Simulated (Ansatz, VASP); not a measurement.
# PbSe (Clausthalite) in VASP and in Ansatz

File INCAR:

```
ALGO = Normal
EDIFF = 1E-6
ENCUT = 520
GGA = PS
ISIF = 2
ISMEAR = -1
LASPH = True
LCHARG = True
LELF = True
LREAL = False
LVHAR = True
LWAVE = False
NBANDS = 17
NELM = 80
PREC = Accurate
SIGMA = 0.05
```

The input KPOINTS:

```
k-points
0
Gamma
  6 6 6
```

Contents of POSCAR:

```
PbSe
1.0
    0.0000000000      3.0606500000      3.0606500000
    3.0606500000      0.0000000000      3.0606500000
    3.0606500000      3.0606500000      0.0000000000
Pb Se
1 1
Direct
    0.0000000000      0.0000000000      0.0000000000
    0.5000000000      0.5000000000      0.5000000000
```

File input.yaml:

```yaml
crystal:
  lattice:
    - [0.0, 3.06065, 3.06065]
    - [3.06065, 0.0, 3.06065]
    - [3.06065, 3.06065, 0.0]
  atoms:
    - { symbol: Pb, position: [0.0, 0.0, 0.0] }
    - { symbol: Se, position: [0.5, 0.5, 0.5] }
kpoints:
  mp_grid: { grid: [6, 6, 6] }
scf:
  occupations: { method: fermi_dirac, width: 0.05 }
hamiltonian:
  xc: pbesol
  pseudopotentials: { kind: all_electron, datasets: crystal }
output:
  forces: true
  stress: true
  eigenvalues: true
  elf: true
  volumetric_format: npy
```

Alike in both runs: task single point; functional PBEsol; k mesh 6 × 6 × 6; occupations fermi-dirac, width 0.05 eV; no spin polarisation.

|  | VASP | Ansatz |
| --- | --- | --- |
| version | VASP 6.6.1 | Ansatz 0.2.0 |
| potentials or method | VASP PAW PBE potentials, release 64 (Pb_d, Se) | all-electron PAW datasets made for the crystal |
| plane-wave cutoff (eV) | 520 | see its input |

VASP gave:

| Quantity | Value |
| --- | --- |
| gap on the k mesh at the Fermi level (eV) | 0.21 |
| least direct gap on the mesh (eV) | 0.21 |
| pressure (GPa) | -0.6 |

**Question.** What did Ansatz give for the same quantities?

**Answer.** gap on the k mesh at the Fermi level (eV): 0.20; least direct gap on the mesh (eV): 0.20; pressure (GPa): -0.6.

Ansatz ran all-electron here, so the differences hold the error of VASP's frozen core and of both bases.

Caveats: spin-orbit coupling is left out, which as a rule narrows the gap of such compounds by several tenths of an eV; the PAW data sets were made with another functional, which shifts forces and pressure a little (VASP).
